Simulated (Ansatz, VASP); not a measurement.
# Two plane-wave programs on GaSb

The input POSCAR:

```
GaSb
1.0
    0.0000000000      3.0662848028      3.0662848028
    3.0662848028      0.0000000000      3.0662848028
    3.0662848028      3.0662848028      0.0000000000
Ga Sb
1 1
Direct
    0.0000000000      0.0000000000      0.0000000000
    0.7500000000      0.7500000000      0.7500000000
```

The input INCAR.step1:

```
SYSTEM = GaSb
PREC     = Accurate       ! precision mode
ENCUT    = 520            ! plane-wave cutoff, eV
ISMEAR   = 0              ! smearing method
SIGMA    = 0.01           ! smearing width, eV
LREAL    = .FALSE.        ! projectors in reciprocal space
LASPH    = .TRUE.         ! aspherical terms in the spheres
NELM     = 60             ! most SCF steps
NBANDS   = 16             ! bands
GGA      = PE             ! functional
ALGO     = Normal         ! electronic algorithm
EDIFF    = 1E-4           ! SCF threshold, eV
LWAVE    = .TRUE.         ! write WAVECAR
LCHARG   = .FALSE.        ! write CHGCAR
```

Contents of INCAR.step2:

```
SYSTEM = GaSb
PREC     = Accurate       ! precision mode
ENCUT    = 520            ! plane-wave cutoff, eV
EDIFF    = 1E-6           ! SCF threshold, eV
ISMEAR   = 0              ! smearing method
SIGMA    = 0.01           ! smearing width, eV
LREAL    = .FALSE.        ! projectors in reciprocal space
LASPH    = .TRUE.         ! aspherical terms in the spheres
NELM     = 60             ! most SCF steps
ALGO     = Normal         ! electronic algorithm
ISIF     = 2              ! what is computed and relaxed
LWAVE    = .FALSE.        ! write WAVECAR
LCHARG   = .FALSE.        ! write CHGCAR
METAGGA  = R2SCAN         ! meta-GGA
LMIXTAU  = .TRUE.       
NBANDS   = 16             ! bands
ISTART   = 1
```

Contents of KPOINTS:

```
Automatic mesh
0
G
  8 8 8
  0 0 0
```

Input for Ansatz:

```yaml
crystal:
  lattice:
    - [0.0, 3.06628480283, 3.06628480283]
    - [3.06628480283, 0.0, 3.06628480283]
    - [3.06628480283, 3.06628480283, 0.0]
  atoms:
    - { symbol: Ga, position: [0.0, 0.0, 0.0] }
    - { symbol: Sb, position: [0.75, 0.75, 0.75] }
kpoints:
  mp_grid: { grid: [8, 8, 8] }
scf:
  occupations: { method: fixed }
  convergence: { dr2_threshold: 1.0e-10 }
hamiltonian:
  xc: r2scan
  pseudopotentials: { kind: paw }
output:
  forces: true
  stress: true
  eigenstates:
    kpoints:
      - [0.0, 0.0, 0.0]
      - [0.0, -0.5, 0.0]
      - [-0.5, 0.0, 0.0]
      - [0.0, 0.0, -0.5]
      - [-0.5, -0.5, -0.5]
      - [0.0, 0.413476532, 0.413476532]
      - [0.413476532, 0.0, 0.413476532]
      - [0.413476532, 0.413476532, 0.0]
      - [0.5, 0.5, 0.0]
      - [0.5, 0.0, 0.5]
      - [0.0, 0.5, 0.5]
  eigenvalues: true
```

Change from the starting cell: unstrained, PAW files.

Alike in both runs: task single point; functional r2SCAN; k mesh 8 × 8 × 8; no spin polarisation.

|  | VASP | Ansatz |
| --- | --- | --- |
| version | VASP 6.6.1 | Ansatz 0.2.0 |
| potentials or method | VASP PAW PBE potentials, release 64 (Ga_d, Sb) | PAW with Ansatz's default frozen-core files, scalar-relativistic |
| plane-wave cutoff (eV) | 520 | 500 |
| occupations | gaussian, width 0.01 eV | fixed |
| valence electrons in the cell | 18 | 28 |

```tsv
	VASP	Ansatz	Ansatz less VASP
gap on the k mesh at the Fermi level (eV)	0.40	0.41	+0.016
pressure (GPa)	0.1	0.0	-0.09
```

The two sets of potentials don't hold the same shells in valence.

Caveats: the PAW data sets were made with another functional, which shifts forces and pressure a little (VASP); spin-orbit coupling is left out, which moves the levels of the heavy elements.
